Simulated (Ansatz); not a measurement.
**AlN films: biaxial stress and wafer bow**

Plane-wave DFT in Ansatz, PBE, scalar-relativistic PAW potentials, cutoff 420 eV, no spin-orbit coupling; no spin polarisation. AlN in space group P6_3mc, strained equally along a and b of the conventional cell, with c and the atoms relaxed within the symmetry (a film with c along the normal). Stress is the in-plane mean, tension positive.

```tsv
strain (%)	stress (GPa)	E − E(0) (meV/atom)
-4.5	-23.95	66.7
-3.0	-15.08	28.7
-1.5	-7.11	6.9
+0.0	-0.01	0.0
+1.5	?	6.4
+3.0	11.76	24.7
+4.5	16.46	53.3
```

Q: Fit the stress, get the biaxial modulus and predict the missing row.

A: A parabola through the given rows is σ = 0.01 + 4.484 ε -0.1854 ε² GPa (ε in %), so M = dσ/dε = 448 GPa at zero. It predicts 6.32 GPa at +1.5 %; the run gave 6.27 GPa. The miss is 0.05 GPa, so the fit holds. The negative square term means that the film is stiffer in compression than in tension. The energies check it: E/V = Mε² at small strain, and a cubic fit with V = 10.65 Å³/atom gives M = 446 GPa, in agreement.

Q: How much does a 20 nm film at +0.2 % strain bow a 300 mm Si(001) wafer 775 μm thick?

A: The fit, without its small constant, gives σ = 0.89 GPa. Stoney's formula, κ = 6σt_f/(M_s t_s²) with M_s = 180.5 GPa for Si(001) (literature), gives |κ| = 0.99×10⁻³ m⁻¹ and a bow κr²/2 = 11.1 μm at r = 150 mm, with the film side concave (tension pulls the edges up). This assumes a single-crystal or fully textured, unrelaxed film at 0 K.

Cost: about 3.4 core-minutes for the runs cited, on Arm Neoverse V1 (shared hosts).

AlN resists in-plane strain strongly because its short, polar covalent Al–N bonds oppose both stretching and bending. The asymmetry is ordinary bond anharmonicity: repulsion rises steeply as the bonds shorten, while the restoring force weakens as they lengthen. The energies show it too, with 66.7 meV/atom at -4.5 % against 53.3 meV/atom at +4.5 %. Flattening of the wurtzite bilayers under tension probably adds to the softening, since it lets bond angles take up part of the strain.

At the small strain of the wafer example this curvature hardly matters, so the bow is essentially proportional to both strain and film thickness. The basal plane of a hexagonal crystal is elastically isotropic, so the film's in-plane orientation on the silicon doesn't change the stress. The strain itself is an input here: in a real film it is set by growth and thermal mismatch, so the calculation converts a known strain into bow but doesn't predict the bow of a given deposition process.
